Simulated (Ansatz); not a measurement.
## Li in Ansatz: the effect of target pressure

Li:

```
Li
1.0
     3.11100    0.00000    0.00000
    -1.55550    2.69421    0.00000
     0.00000    0.00000    5.09300
Li
2
Cartesian
  1.5555 0.8981 3.8197
  0.0000 1.7961 1.2732
```

This isn't the form of Li at room conditions, which is bcc.

Alike in all runs:

| Quantity | Value |
| --- | --- |
| Program | Ansatz 0.2.0 |
| Task | relaxation of cell and atoms |
| Functional | PBEsol |
| Potentials or basis | Ansatz PAW |
| Cutoff | 420 eV (not typed: the program's choice for these potentials) |
| k mesh | 10 × 10 × 5 |
| Occupations | fermi-dirac, width 0.05 eV |
| Spin | no spin polarisation |

Each run relaxes the cell or the atoms first.

```csv
target pressure,relaxed volume (Å³/atom)
0 GPa,20.14
2 GPa,17.91
5 GPa,15.79
10 GPa,?
20 GPa,11.43
30 GPa,10.09
```

What does the run with target pressure 10 GPa give?

Relaxed volume 13.72 Å³/atom.

Worked out: In Murnaghan's law V^(-B') rises as a straight line in P. The other rows fit best with B' = 2.7, V0 = 20.09 Å³/atom and B0 = 15 GPa, which gives 13.71 Å³/atom at 10 GPa, against the run's 13.72.

Caveats: the plane-wave basis is chosen anew once the cell has moved, so the energies of steps on either side of that aren't comparable; the volume moved by over 15 % at a fixed basis, so the end points are rough (some runs).
